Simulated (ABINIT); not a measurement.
The system is PbO.

```
Pb O
1.0
     5.87600    0.00000    0.00000
     0.00000    5.47600    0.00000
     0.00000    0.00000    4.74300
Pb O
4 4
Direct
  0.76900 0.51400 0.25000
  0.23100 0.48600 0.75000
  0.76900 0.98600 0.75000
  0.23100 0.01400 0.25000
  0.13200 0.58200 0.25000
  0.86800 0.41800 0.75000
  0.13200 0.91800 0.75000
  0.86800 0.08200 0.25000
```

```yaml
Program: ABINIT 10.8.3 (patched build)
Task: relaxation of cell and atoms
Functional: LDA
Potentials_or_basis: JTH PAW LDA v2.0
Cutoff: 626 eV
k_mesh: 3 × 3 × 4
Occupations: fermi-dirac, width 0.05 eV
Spin: no spin polarisation
```

At the start: pressure -4.6 GPa; volume 19.08 Å³/atom.

Q: How do energy, volume and symmetry change on relaxing?

A: Over 20 steps the energy falls by 57.7 meV/atom and the volume is 18.26 Å³/atom (-4.3 %); space group Pbcm (No. 57, to 0.05 Å).

The path:
```
step  energy change (eV)  largest force (eV/Å)  pressure (GPa)  volume (Å³)
   1              0.0000                1.0800           -4.57       152.62
   2             -0.1431                0.9398           -3.43       150.49
   3             -0.3710                0.4957            3.57       141.36
   4             -0.4117                0.3561            0.66       144.39
   5             -0.4201                0.2872            0.58       144.48
   6             -0.4335                0.1373            0.06       145.22
   7             -0.4368                0.1266           -0.12       145.56
   8             -0.4467                0.0997           -0.45       146.51
   9             -0.4521                0.0451           -0.39       146.88
  10             -0.4547                0.0243           -0.16       146.85
  11             -0.4558                0.0571            0.00       146.70
  12             -0.4572                0.0786            0.15       146.48
  13             -0.4583                0.0661            0.17       146.38
  14             -0.4590                0.0569            0.06       146.44
  15             -0.4593                0.0547           -0.05       146.52
  16             -0.4596                0.0499           -0.13       146.58
  17             -0.4603                0.0480           -0.22       146.59
  18             -0.4612                0.0618           -0.23       146.46
  19             -0.4618                0.0465           -0.13       146.22
  20             -0.4620                0.0202            0.00       146.05
```

Final structure:
```cif
data_structure
_symmetry_space_group_name_H-M 'P 1'
_symmetry_Int_Tables_number 1
_cell_length_a 5.7912
_cell_length_b 5.4263
_cell_length_c 4.6477
_cell_angle_alpha 90.000
_cell_angle_beta 90.000
_cell_angle_gamma 90.000
_cell_volume 146.05
loop_
_atom_site_label
_atom_site_type_symbol
_atom_site_fract_x
_atom_site_fract_y
_atom_site_fract_z
_atom_site_occupancy
Pb1 Pb 0.76507 0.49205 0.25000 1
Pb2 Pb 0.23493 0.50795 0.75000 1
Pb3 Pb 0.76507 0.00795 0.75000 1
Pb4 Pb 0.23493 0.99205 0.25000 1
O1 O 0.13718 0.59153 0.25000 1
O2 O 0.86282 0.40847 0.75000 1
O3 O 0.13718 0.90847 0.75000 1
O4 O 0.86282 0.09153 0.25000 1
```
